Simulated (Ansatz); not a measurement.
**Band structure of Mg**

```
Mg
1.0
    -1.83599    1.83599    1.67940
     1.83599   -1.83599    1.67940
     1.83599    1.83599   -1.67940
Mg
1
Cartesian
  0.0000 0.0000 0.0000
```

Conventional cell: a = 3.672 Å, b = 3.672 Å, c = 3.359 Å, α = 90.00°, β = 90.00°, γ = 90.00°. Around Mg (atom 1) lie 10 Mg at 3.09 to 3.36 Å.

Structure from Materials Project entry mp-1056351 (possibly hypothetical), not relaxed further.

The calculation used DFT, PBEsol, all-electron LAPW, scalar-relativistic (Ansatz 0.2.0).

Settings: a Γ-centred 15×15×15 k mesh, Fermi–Dirac smearing of 0.05 eV, basis error target 1 meV/atom, no spin polarisation.

Points in fractions of the reciprocal vectors of this cell: Γ (0, 0, 0), X (0, 0, 0.5), M (-0.5, 0.5, 0.5), Z (0.459, 0.459, -0.459), Z0 (-0.459, 0.541, 0.459), P (0.25, 0.25, 0.25). The path joins them by straight lines in the order Γ–X–M–Γ–Z–Z0–M–X–P; legs that retrace an earlier one aren't tabulated. Energies are in eV from the Fermi level.

Task: Metal or insulator at this level of theory?

Result: No gap opens: metallic or semimetallic.

Task: Tabulate bands 1 to 7, counted from the lowest band of the run, along the path.

Result: 
```
k (1/Å)  point  band 1  band 2  band 3  band 4  band 5  band 6  band 7
   0.00      Γ  -75.74  -42.67  -42.67  -42.66   -7.03   11.91   13.76
   0.30         -75.74  -42.67  -42.67  -42.66   -6.68    8.90   12.58
   0.60         -75.73  -42.69  -42.67  -42.67   -5.64    4.91   11.08
   0.91         -75.73  -42.70  -42.67  -42.67   -3.93    1.39   10.10
   1.21      X  -75.73  -42.70  -42.67  -42.67   -1.78   -1.36    9.78
   1.51         -75.73  -42.70  -42.67  -42.67   -1.46   -1.01    8.00
   1.81         -75.73  -42.70  -42.68  -42.68   -0.51   -0.01    6.52
   2.12         -75.73  -42.70  -42.69  -42.68    1.10    1.57    5.63
   2.42      M  -75.73  -42.70  -42.70  -42.68    3.18    3.18    3.56
   2.85         -75.73  -42.69  -42.69  -42.68   -0.94    3.78    4.59
   3.28         -75.73  -42.69  -42.68  -42.67   -4.27    5.60    6.65
   3.70         -75.74  -42.67  -42.67  -42.66   -6.33    8.62   10.01
   4.13      Γ  -75.74  -42.67  -42.67  -42.66   -7.03   11.91   13.76
   4.56         -75.74  -42.67  -42.67  -42.67   -6.33   10.08   10.08
   4.99         -75.73  -42.68  -42.68  -42.68   -4.25    6.57    6.57
   5.42         -75.73  -42.69  -42.69  -42.68   -0.91    4.30    4.30
   5.85      Z  -75.73  -42.70  -42.70  -42.68    3.26    3.26    3.27
   6.43         -75.73  -42.70  -42.69  -42.68   -0.21    0.52    4.76
   7.01         -75.73  -42.70  -42.68  -42.67   -1.38   -0.70    8.16
   7.59         -75.73  -42.70  -42.69  -42.68   -0.21    0.52    4.76
   8.17     Z0  -75.73  -42.70  -42.70  -42.68    3.26    3.26    3.27
   8.21         -75.73  -42.70  -42.70  -42.68    3.22    3.22    3.60
   8.24         -75.73  -42.70  -42.70  -42.68    3.20    3.20    3.58
   8.28         -75.73  -42.70  -42.70  -42.68    3.19    3.19    3.56
   8.32      M  -75.73  -42.70  -42.70  -42.68    3.18    3.18    3.56
   9.53      X  -75.73  -42.70  -42.67  -42.67   -1.78   -1.36    9.78
   9.76         -75.73  -42.70  -42.67  -42.67   -1.59   -1.15    7.59
  10.00         -75.73  -42.70  -42.68  -42.67   -1.02   -0.56    5.11
  10.23         -75.73  -42.69  -42.68  -42.68   -0.07    0.35    3.00
  10.47      P  -75.73  -42.68  -42.68  -42.68    1.05    1.27    1.27
```
